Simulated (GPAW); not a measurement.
Runs of GPAW 26.7.0 on ZrC. It takes space group Fm-3m (No. 225, cubic). The conventional cell has a = 4.730 Å, b = 4.730 Å, c = 4.730 Å, α = 90.00°, β = 90.00°, γ = 90.00°. Around Zr (site symmetry m-3m) lie 6 C at 2.37 Å. Around C (site symmetry m-3m) lie 6 Zr at 2.37 Å. 

```csv
task,level,potentials or basis,spin,U,band path,band points,spin axis theta (degrees),spin axis phi (degrees),soc after scf,pressure (GPa),V0 of scaled cells (Å³/atom),B0 (GPa)
band structure,r2SCAN+U,"GPAW PAW data sets (gpaw-data 1.2.1), pw",off,Zr d U = 5.3 eV,"GXWKGLUWLK,UX",80,-,-,-,11.5,-,-
equation of state,LDA+U,"the program's PAW data sets (release 1.2.1) made for this functional, pw",off,Zr d U = 8 eV,-,-,-,-,-,-,13.73,(b)
band structure,LDA,"the program's PAW data sets (release 1.2.1) made for this functional, pw","SOC, no magnetisation",-,"GXWKGLUWLK,UX",60,54.7,45,second variation,-13.7,-,-
equation of state,RPBE+D4,"the program's PAW data sets (release 1.2.1) made for this functional, pw",off,-,-,-,-,-,-,-,12.81,(a)
band structure,SOGGA,"PAW data sets generated in the run's folder for this functional, pw","SOC, no magnetisation",-,"GXWKGLUWLK,UX",80,54.7,45,second variation,-9.6,-,-
```

Alike in all rows: cell as given; k mesh 8 × 8 × 8; cutoff (eV) 800; smearing fermi-dirac 0.05 eV.

**Question.** Fill in the values left out.

**Answer.** (a) 224; (b) 220.

Caveats: the U is typed as a test and isn't derived for this compound (some runs); spin-orbit coupling was added after a scalar SCF, so levels and gaps hold it while energy, forces, pressure and moments don't (some runs); the PAW data sets were made with another functional, which shifts forces and pressure a little (some runs); U without spin polarisation on a metal has little footing (some runs).

Runs at the PBE level aren't shown here.
